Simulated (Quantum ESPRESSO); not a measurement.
# Simulated XPS, UPS and emission spectra of KF, part 8 of 13

What would valence photoemission of KF look like, and what sets its shape?

Quantum ESPRESSO 7.5; DFT, PBE, plane waves, ultrasoft GBRV pseudopotentials, scalar-relativistic (the session's first sound run).

So far. Step 5 (The base run: bands): At this level the gap is 6.17 eV on the path. Step 6 (With LDA: self-consistent run): At this level the gap is 5.79 eV on the k-mesh of the self-consistent run, which can miss the band edges.

### 9. With LDA: bands

Level of this step: DFT, LDA, plane waves, ultrasoft GBRV pseudopotentials, scalar-relativistic (Quantum ESPRESSO).

The bands are solved at chosen points on the fixed potential.

bands.in reads:

```
&control
  calculation = 'bands'
  prefix = 'pes'
  outdir = './tmp'
  pseudo_dir = './pp'
  verbosity = 'high'
/
&system
  ibrav = 0
  nat = 2
  ntyp = 2
  ecutwfc = 40.0
  ecutrho = 200.0
  occupations = 'smearing'
  nbnd = 16
  smearing = 'fd'
  degauss = 0.00147
/
&electrons
  conv_thr = 1.2e-08
  mixing_beta = 0.5
  electron_maxstep = 120
  diago_full_acc = .true.
/
ATOMIC_SPECIES
K 39.0983 k_lda_v1.4.uspp.F.UPF
F 18.9984 f_lda_v1.4.uspp.F.UPF
CELL_PARAMETERS angstrom
 0.000000000 2.671850000 2.671850000
 2.671850000 0.000000000 2.671850000
 2.671850000 2.671850000 0.000000000
ATOMIC_POSITIONS crystal
K 0.000000000 0.000000000 0.000000000
F 0.500000000 0.500000000 0.500000000
K_POINTS crystal
92
 0.00000000 0.00000000 0.00000000 1
 0.03333333 0.00000000 0.03333333 1
 0.06666667 0.00000000 0.06666667 1
 0.10000000 0.00000000 0.10000000 1
 0.13333333 0.00000000 0.13333333 1
 0.16666667 0.00000000 0.16666667 1
 ! [... 84 more points ...]
 0.50000000 0.01666667 0.51666667 1
 0.50000000 0.00000000 0.50000000 1
```

The run is started by

```
OMP_NUM_THREADS=1 mpirun -n 4 pw.x -nk 4 -in bands.in > bands.out
```

What it wrote:

```text
[banner, memory and clock lines left out]
Program PWSCF v.7.5 starts

          URL

     Atomic positions and unit cell read from directory:
     ./tmp/pes.save/

     Message from routine setup:
     using ibrav=0 with symmetry is DISCOURAGED, use correct ibrav instead

     G-vector sticks info

     bravais-lattice index     =            0
     lattice parameter (alat)  =       7.1405  a.u.
     unit-cell volume          =     257.4322 (a.u.)^3
     number of atoms/cell      =            2
     number of atomic types    =            2
     number of electrons       =        16.00
     number of Kohn-Sham states=           16
     kinetic-energy cutoff     =      40.0000  Ry
     charge density cutoff     =     200.0000  Ry
     Exchange-correlation=  SLA  PZ   NOGX NOGC
                           (   1   1   0   0   0   0   0)

     celldm(1)=   7.140456  celldm(2)=   0.000000  celldm(3)=   0.000000
     celldm(4)=   0.000000  celldm(5)=   0.000000  celldm(6)=   0.000000

     crystal axes: (cart. coord. in units of alat)
               a(1) = (   0.000000   0.707107   0.707107 )
               a(2) = (   0.707107   0.000000   0.707107 )
               a(3) = (   0.707107   0.707107   0.000000 )

     reciprocal axes: (cart. coord. in units 2 pi/alat)
               b(1) = ( -0.707107  0.707107  0.707107 )
               b(2) = (  0.707107 -0.707107  0.707107 )
               b(3) = (  0.707107  0.707107 -0.707107 )

     PseudoPot. # 1 for K  read from file:
     ./pp/k_lda_v1.4.uspp.F.UPF
     Pseudo is Ultrasoft + core correction, Zval =  9.0
     Generated by new atomic code, or converted to UPF format
     Using radial grid of  841 points,  6 beta functions with:
                l(1) =   0
                l(2) =   0
                l(3) =   1
                l(4) =   1
                l(5) =   2
                l(6) =   2
     Q(r) pseudized with  6 coefficients,  rinner =    1.500   1.500   1.500
                                                       1.500   1.500

     PseudoPot. # 2 for F  read from file:
     ./pp/f_lda_v1.4.uspp.F.UPF
     Pseudo is Ultrasoft, Zval =  7.0
     Generated by new atomic code, or converted to UPF format
     Using radial grid of  799 points,  4 beta functions with:
                l(1) =   0
                l(2) =   0
                l(3) =   1
                l(4) =   1
     Q(r) pseudized with  8 coefficients,  rinner =    0.950   0.950   0.950

     atomic species   valence    mass     pseudopotential
     K                 9.00    39.09830     K ( 1.00)
     F                 7.00    18.99840     F ( 1.00)

     48 Sym. Ops., with inversion, found

                                    s                        frac. trans.

      isym =  1     identity

 cryst.   s( 1) = (     1          0          0      )
                  (     0          1          0      )
                  (     0          0          1      )

 cart.    s( 1) = (  1.0000000 -0.0000000  0.0000000 )
                  ( -0.0000000  1.0000000  0.0000000 )
                  ( -0.0000000  0.0000000  1.0000000 )

      isym =  2     180 deg rotation - cart. axis [0,0,1]

 cryst.   s( 2) = (     0          1         -1      )
                  (     1          0         -1      )
                  (     0          0         -1      )

 cart.    s( 2) = ( -1.0000000  0.0000000  0.0000000 )
                  (  0.0000000 -1.0000000  0.0000000 )
                  (  0.0000000 -0.0000000  1.0000000 )

      isym =  3     180 deg rotation - cart. axis [0,1,0]

 cryst.   s( 3) = (     0         -1          1      )
                  (     0         -1          0      )
                  (     1         -1          0      )

 cart.    s( 3) = ( -1.0000000 -0.0000000 -0.0000000 )
                  (  0.0000000  1.0000000 -0.0000000 )
                  (  0.0000000  0.0000000 -1.0000000 )

      isym =  4     180 deg rotation - cart. axis [1,0,0]

 cryst.   s( 4) = (    -1          0          0      )
                  (    -1          0          1      )
                  (    -1          1          0      )

 cart.    s( 4) = (  1.0000000  0.0000000 -0.0000000 )
                  ( -0.0000000 -1.0000000 -0.0000000 )
                  ( -0.0000000 -0.0000000 -1.0000000 )

      isym =  5     180 deg rotation - cart. axis [1,1,0]

 cryst.   s( 5) = (    -1          0          1      )
[...]
cart.    s( 5) = ( -0.0000000  1.0000000 -0.0000000 )
[...]
isym =  6     180 deg rotation - cart. axis [1,-1,0]

 cryst.   s( 6) = (     0         -1          0      )
[...]
cart.    s( 6) = (  0.0000000 -1.0000000 -0.0000000 )
[...]
isym =  7      90 deg rotation - cart. axis [0,0,-1]

 cryst.   s( 7) = (     0          1          0      )
[...]
cart.    s( 7) = (  0.0000000  1.0000000  0.0000000 )
[...]
isym =  8      90 deg rotation - cart. axis [0,0,1]

 cryst.   s( 8) = (     1          0         -1      )
[...]
cart.    s( 8) = ( -0.0000000 -1.0000000  0.0000000 )
[...]
isym =  9     180 deg rotation - cart. axis [1,0,1]

 cryst.   s( 9) = (    -1          1          0      )
[...]
cart.    s( 9) = (  0.0000000  0.0000000  1.0000000 )
[...]
isym = 10     180 deg rotation - cart. axis [-1,0,1]

 cryst.   s(10) = (     0          0         -1      )
[...]
cart.    s(10) = ( -0.0000000  0.0000000 -1.0000000 )
[...]
isym = 11      90 deg rotation - cart. axis [0,1,0]

 cryst.   s(11) = (     0          0          1      )
[...]
cart.    s(11) = ( -0.0000000 -0.0000000  1.0000000 )
[...]
isym = 12      90 deg rotation - cart. axis [0,-1,0]

 cryst.   s(12) = (     1         -1          0      )
[...]
cart.    s(12) = (  0.0000000 -0.0000000 -1.0000000 )
[...]
isym = 13     180 deg rotation - cart. axis [0,1,1]

 cryst.   s(13) = (     1          0          0      )
[...]
cart.    s(13) = ( -1.0000000  0.0000000 -0.0000000 )
[...]
isym = 14     180 deg rotation - cart. axis [0,1,-1]

 cryst.   s(14) = (    -1          0          0      )
[...]
cart.    s(14) = ( -1.0000000 -0.0000000  0.0000000 )
[...]
isym = 15      90 deg rotation - cart. axis [-1,0,0]

 cryst.   s(15) = (     0         -1          1      )
[...]
cart.    s(15) = (  1.0000000 -0.0000000 -0.0000000 )
[...]
Dense  grid:    12339 G-vectors     FFT dimensions: (  36,  36,  36)

     Smooth grid:     8801 G-vectors     FFT dimensions: (  30,  30,  30)

     Dynamical RAM for                 wfc:       0.27 MB

     Dynamical RAM for     wfc (w. buffer):       0.27 MB

     Dynamical RAM for           str. fact:       0.38 MB

     Dynamical RAM for           local pot:       0.00 MB

     Dynamical RAM for          nlocal pot:       0.44 MB

     Dynamical RAM for                qrad:       2.27 MB

     Dynamical RAM for          rho,v,vnew:       1.63 MB

     Dynamical RAM for           G-vectors:       0.77 MB

     Dynamical RAM for          h,s,v(r/c):       0.05 MB

     Dynamical RAM for          <psi|beta>:       0.01 MB

     Dynamical RAM for                 psi:       0.54 MB

     Dynamical RAM for                hpsi:       0.54 MB

     Dynamical RAM for                spsi:       0.54 MB

     Dynamical RAM for      wfcinit/wfcrot:       0.54 MB

     Dynamical RAM for           addusdens:       8.94 MB

     The potential is recalculated from file :
     ./tmp/pes.save/charge-density

     Starting wfcs are   12 randomized atomic wfcs +    4 random wfcs

     Band Structure Calculation
     Davidson diagonalization with overlap

     Computing kpt #:     1  of    23 on this pool

     Computing kpt #:     2  of    23 on this pool

     Computing kpt #:     3  of    23 on this pool

     Computing kpt #:     4  of    23 on this pool

     Computing kpt #:     5  of    23 on this pool

     Computing kpt #:     6  of    23 on this pool

     Computing kpt #:     7  of    23 on this pool

     Computing kpt #:     8  of    23 on this pool

     Computing kpt #:     9  of    23 on this pool

     Computing kpt #:    10  of    23 on this pool

     Computing kpt #:    11  of    23 on this pool

     Computing kpt #:    12  of    23 on this pool

     Computing kpt #:    13  of    23 on this pool

     Computing kpt #:    14  of    23 on this pool

     Computing kpt #:    15  of    23 on this pool

     Computing kpt #:    16  of    23 on this pool

     Computing kpt #:    17  of    23 on this pool

     Computing kpt #:    18  of    23 on this pool

     Computing kpt #:    19  of    23 on this pool

     Computing kpt #:    20  of    23 on this pool

     Computing kpt #:    21  of    23 on this pool

     Computing kpt #:    22  of    23 on this pool

     Computing kpt #:    23  of    23 on this pool

     ethr =  7.50E-11,  avg # of iterations = 52.5

     End of band structure calculation

          k = 0.0000 0.0000 0.0000 (  1067 PWs)   bands (ev):

   -24.6149 -17.1817  -8.0379  -8.0379  -8.0379   1.0565   1.0565   1.0565
     6.8494  11.5939  11.5939  11.5939  13.2988  13.2988  17.3729  25.0154

          k = 0.0000 0.0471-0.0000 (  1087 PWs)   bands (ev):

   -24.6135 -17.1831  -8.0409  -8.0409  -8.0399   1.0329   1.0550   1.0550
     6.8931  11.5430  11.6238  11.6238  13.3103  13.3137  17.4554  24.8566

          k = 0.0000 0.0943-0.0000 (  1087 PWs)   bands (ev):

   -24.6091 -17.1870  -8.0483  -8.0483  -8.0425   0.9676   1.0505   1.0505
     7.0204  11.3998  11.7133  11.7133  13.3451  13.3563  17.6926  24.3951

          k =-0.0000 0.1414 0.0000 (  1098 PWs)   bands (ev):

   -24.6021 -17.1929  -8.0609  -8.0609  -8.0492   0.8741   1.0437   1.0437
     7.2203  11.1869  11.8594  11.8594  13.4018  13.4173  18.0582  23.8064

          k =-0.0000 0.1886 0.0000 (  1102 PWs)   bands (ev):

   -24.5927 -17.1999  -8.0770  -8.0770  -8.0639   0.7700   1.0354   1.0354
     7.4792  10.9313  12.0584  12.0584  13.4795  13.4827  18.5201  23.1779

          k = 0.0000 0.2357-0.0000 (  1094 PWs)   bands (ev):

   -24.5815 -17.2069  -8.0961  -8.0961  -8.0883   0.6730   1.0267   1.0267
     7.7840  10.6556  12.3048  12.3048  13.5363  13.5760  19.0463  22.5430

          k =-0.0000 0.2828 0.0000 (  1102 PWs)   bands (ev):

   -24.5691 -17.2130  -8.1267  -8.1184  -8.1184   0.5971   1.0183   1.0183
     8.1236  10.3773  12.5919  12.5919  13.5611  13.6880  19.6067  21.9171

          k =-0.0000 0.3300 0.0000 (  1094 PWs)   bands (ev):

   -24.5559 -17.2174  -8.1786  -8.1416  -8.1416   0.5518   1.0112   1.0112
     8.4896  10.1092  12.9125  12.9125  13.5438  13.8125  20.1722  21.3108

          k = 0.0000 0.3771-0.0000 (  1094 PWs)   bands (ev):

[...]
k = 0.0000 0.4243-0.0000 (  1094 PWs)   bands (ev):

[...]
k = 0.0000 0.4714-0.0000 (  1082 PWs)   bands (ev):

[...]
k =-0.0000 0.5185 0.0000 (  1094 PWs)   bands (ev):

[...]
k =-0.0000 0.5657 0.0000 (  1094 PWs)   bands (ev):

[...]
k =-0.0000 0.6128 0.0000 (  1094 PWs)   bands (ev):

[...]
k = 0.0000 0.6600-0.0000 (  1102 PWs)   bands (ev):

[...]
k = 0.0000 0.7071 0.0000 (  1106 PWs)   bands (ev):

[...]
k = 0.0118 0.7071 0.0118 (  1106 PWs)   bands (ev):

[...]
k = 0.0236 0.7071 0.0236 (  1106 PWs)   bands (ev):

[...]
k = 0.0354 0.7071 0.0354 (  1104 PWs)   bands (ev):

[...]
k = 0.0471 0.7071 0.0471 (  1104 PWs)   bands (ev):

[...]
k = 0.0589 0.7071 0.0589 (  1108 PWs)   bands (ev):

[...]
k = 0.0707 0.7071 0.0707 (  1110 PWs)   bands (ev):

[...]
k = 0.0825 0.7071 0.0825 (  1110 PWs)   bands (ev):

[...]
k = 0.0943 0.7071 0.0943 (  1110 PWs)   bands (ev):

[...]
k = 0.1061 0.7071 0.1061 (  1110 PWs)   bands (ev):

[...]
k = 0.1179 0.7071 0.1179 (  1110 PWs)   bands (ev):

[...]
k = 0.1296 0.7071 0.1296 (  1110 PWs)   bands (ev):

[...]
k = 0.1414 0.7071 0.1414 (  1105 PWs)   bands (ev):

[...]
k = 0.1532 0.7071 0.1532 (  1109 PWs)   bands (ev):

[...]
k = 0.1650 0.7071 0.1650 (  1117 PWs)   bands (ev):

[...]
k = 0.4596 0.4596-0.0000 (  1113 PWs)   bands (ev):

[...]
k = 0.4243 0.4243-0.0000 (  1113 PWs)   bands (ev):

[...]
k = 0.2121 0.2121-0.0000 (  1095 PWs)   bands (ev):

[...]
k = 0.1061 0.1061-0.0000 (  1099 PWs)   bands (ev):

[...]
k = 0.3536 0.6835 0.0236 (  1108 PWs)   bands (ev):

[...]
k = 0.3536 0.7071 0.0000 (  1124 PWs)   bands (ev):

[...]
k = 0.3300 0.7071 0.0000 (  1104 PWs)   bands (ev):

[...]
k = 0.3064 0.7071 0.0000 (  1104 PWs)   bands (ev):

[...]
k = 0.2828 0.7071 0.0000 (  1104 PWs)   bands (ev):

[...]
k = 0.2593 0.7071 0.0000 (  1102 PWs)   bands (ev):

[...]
k = 0.2357 0.7071-0.0000 (  1098 PWs)   bands (ev):

[...]
k = 0.2121 0.7071-0.0000 (  1098 PWs)   bands (ev):

   -24.4866 -17.2187  -8.5719  -8.3479  -8.1793   0.7568   0.8575   0.9465
     9.5963  11.5400  11.7539  14.4837  15.2424  15.8955  16.0131  17.6150

          k = 0.1886 0.7071-0.0000 (  1106 PWs)   bands (ev):

   -24.4869 -17.2159  -8.5876  -8.3322  -8.1936   0.7944   0.8540   0.9563
     9.4736  11.6567  11.6988  14.5177  15.2412  15.8790  15.9721  17.7171

          k = 0.1650 0.7071 0.0000 (  1106 PWs)   bands (ev):

   -24.4872 -17.2131  -8.6013  -8.3178  -8.2079   0.8331   0.8515   0.9657
     9.3625  11.5613  11.8496  14.5436  15.2402  15.7509  16.0622  17.8103

          k = 0.1414 0.7071 0.0000 (  1102 PWs)   bands (ev):

   -24.4875 -17.2103  -8.6135  -8.3048  -8.2217   0.8495   0.8712   0.9744
     9.2641  11.4712  11.9898  14.5617  15.2394  15.6310  16.1627  17.8935

          k = 0.1179 0.7071-0.0000 (  1110 PWs)   bands (ev):

[... further rows ...]
```

Run time: 5.9 s. Hardware: 4 MPI ranks of Intel Xeon Platinum 8559C (Emerald Rapids), shared host.

This step gave:

| Quantity | Value |
| --- | --- |
| gap on the path | 5.793 eV |
| least direct gap on the path | 5.793 eV |
| valence top on path | -6.00e-4 eV |

Electronic bands along the path, in eV, zero at the valence-band maximum; v1 is the highest filled band, c1 the lowest empty one:

```
          point     v4     v3     v2     v1    c1
              Γ  -9.10   0.00   0.00   0.00  5.79
0.47 of the way  -9.20  -0.51  -0.05  -0.05  7.43
              X  -9.32  -0.21  -0.06  -0.06  7.92
0.47 of the way  -9.31  -0.21  -0.13  -0.09  8.12
              U  -9.26  -0.35  -0.20  -0.20  8.68
      jump to K  -9.26  -0.35  -0.20  -0.20  8.68
0.47 of the way  -9.11  -0.61  -0.31  -0.10  8.07
              Γ  -9.10   0.00   0.00   0.00  5.79
0.47 of the way  -9.11  -0.43  -0.17  -0.17  7.16
              L  -9.14  -0.84  -0.37  -0.37  8.79
0.47 of the way  -9.17  -0.63  -0.30  -0.28  9.09
              W  -9.19  -0.43  -0.17  -0.17  9.46
0.53 of the way  -9.27  -0.22  -0.21  -0.09  8.30
              X  -9.32  -0.21  -0.06  -0.06  7.92
```

The electronic bands as a text plot (rows in eV, shown from -8.0 to 9.5 only):

```
    9.1 |                 +++++                  ++++++++++++
    8.4 |       +++    +++     ++             +++            +++
    7.6 |     ++   ++++                      +                  +
    6.9 |    +                   ++       +++
    6.2 |++++                      +++++++
    5.5 |
    4.7 |
    4.0 |
    3.3 |
    2.5 |
    1.8 |
    1.1 |
    0.4 |
   -0.4 |********************************************************
   -1.1 |                                      ******
   -1.8 |
   -2.5 |
   -3.3 |
   -4.0 |
   -4.7 |
   -5.5 |
   -6.2 |
   -6.9 |
   -7.6 |
         Γ           X  U|K            Γ         L        W     X
```

The two runs compared:

| quantity | this run | base run | difference |
| --- | --- | --- | --- |
| gap on the path (eV) | 5.7928 | 6.1748 | -0.382 |
| least direct gap on the path (eV) | 5.7928 | 6.1748 | -0.382 |

One result that differs is the gap on the path, 5.79 eV against 6.17 eV.

At this level the gap is 5.79 eV on the path.

(Continued in part 9 of 13.)

[Logs are printed without paths, hosts, clocks, repeated set-up lines and the standing remarks that a program may print on its own settings, such as how far it seeks lower states.]

[Hosts, paths, dates, database ids (printed as entryN), source tags and the programs' standing remarks are cut or masked in the printed files.]

[Maps of the electrostatic potential energy from Ansatz leave out the sawtooth potential of an applied field or a dipole correction, so their vacuum need not be flat; work functions include it.]

[Peak lists hold at most the 14 tallest peaks of each spectrum; further lines can be left out.]
